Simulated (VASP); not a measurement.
**RbCl: equation of state with PBEsol**

Crystal: RbCl.

```
Rb Cl
1.0
     0.00000    3.27400    3.27400
     3.27400    0.00000    3.27400
     3.27400    3.27400    0.00000
Rb Cl
1 1
Direct
  0.00000 0.00000 0.00000
  0.50000 0.50000 0.50000
```

```
Program                : VASP 6.6.1
Task                   : equation of state
Functional             : PBEsol
Potentials or basis    : VASP PAW PBE potentials, release 64 (Rb_sv, Cl)
Cutoff                 : 520 eV
k mesh                 : 7 × 7 × 7
Occupations            : fermi-dirac, width 0.05 eV
Spin                   : no spin polarisation
Ladder                 : free
Further INCAR settings : ALGO = Normal; EDIFF = 1e-07; NBANDS = 15
```

```yaml
Equilibrium_volume: 35.12 Å³/atom
Bulk_modulus: 16.5 GPa
Pressure_derivative_of_the_bulk_modulus: 5.2
```

Energy against volume, from the lowest point:
```
volume (Å³/atom)  energy (meV/atom)
          32.989               7.59
          33.690               3.28
          34.392               0.82
          35.094               0.00
          35.796               0.64
          36.498               2.56
          37.200               5.61
```

All runs of the series together: 3.8 min on 1 thread of Intel(R) Xeon(R) Platinum 8375C CPU @ 2.90GHz (Ice Lake), with other jobs on the host.

Caveat: the PAW data sets were made with another functional, which shifts forces and pressure a little.
